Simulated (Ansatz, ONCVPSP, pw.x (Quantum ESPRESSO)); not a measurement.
# B: one change to the ONCV potential, in the atom and in the bcc crystal

- Element: B
- Generator: ONCVPSP 4.0.1.1 (patched build)
- Type: optimised norm-conserving Vanderbilt (ONCV)
- Functional: PBE
- Relativity: scalar-relativistic
- Frozen core: [He]
- Valence charge: 3
- Reference configuration: 2s2 2p1
- Partial waves: 2s: rc 1.15 bohr, ncon 4, nbas 7, qcut 4.6 1/bohr, 2 projectors, debl 2.8 Ha; 2p: rc 2.50 bohr, ncon 4, nbas 8, qcut 6.1 1/bohr, 1 projector; d scattering state at 0.33 Ha: rc 2.05 bohr, ncon 4, nbas 7, qcut 4.1 1/bohr, 2 projectors, debl 0.3 Ha
- Local potential: polynomial inside 0.95 bohr (lpopt 5, dvloc0 4 Ha)
- Core correction: none

Change: d: ncon 3, nbas 6.

Cutoffs, loose and tight: the cutoffs (Ha) at which the residual kinetic energy of the hardest occupied pseudo-wave falls to 1 and 0.1 mHa per electron. They do not see the model core or the augmentation charge, which bear on the density cutoff. Test errors are all-electron minus pseudo excitation energies from the reference, over the configurations 2s2 2p0; 2s1 2p0; 2s2 2p0.5; 2s1 2p2; variants that change the core or the reference have their own tests.

Crystal test: bcc B in pw.x 7.5, no spin, 18³ k-points, Fermi–Dirac smearing 0.01 Ry, cutoffs set for each file from its atomic test. The reference is all-electron LAPW (Ansatz 0.2.0) with the same functional, mesh and smearing; V0 and B0 come from Birch–Murnaghan fits to the pressures at five volumes. Errors are pseudo minus all-electron; Δ is the rms difference of the E(V) curves that follow from these fits, minima aligned, over ±6 % about the mean V0. Mesh and smearing are coarse, so the numbers serve the comparison and aren't converged zero-temperature values; the lattice is a test structure that the element need not adopt.

All-electron: a0 = 2.308 Å (V0 = 6.15 Å³/atom), B0 = 225.7 GPa.

**Question.** Does the change bring the crystal closer to the all-electron result?

**Answer.** The mean pressure error goes from -3.80 to -3.93 GPa, a small move against the size of the error.

```
                       quantity       base    changed
                 outcome (atom)  generated  generated
           cutoff, loose (atom)      12 Ha      12 Ha
           cutoff, tight (atom)      31 Ha      31 Ha
            bound ghosts (atom)       none       none
largest test error (meV) (atom)       +145       +145
           cutoffs in pw.x (Ry)     75/300     75/300
                         a0 (Å)      2.295      2.294
                   a0 error (%)      -0.59      -0.61
                   B0 error (%)       +0.1       +0.0
                   Δ (meV/atom)        5.4        5.6
      mean pressure error (GPa)      -3.80      -3.93
```

Base: The largest radius (2.50 bohr) exceeds half the bond length (1.89 bohr), so the spheres overlap, which is one possible source of error among others. This is a poor potential for the solid. Changed file: The largest radius (2.50 bohr) exceeds half the bond length (1.89 bohr), so the spheres overlap, which is one possible source of error among others. This is a poor potential for the solid.
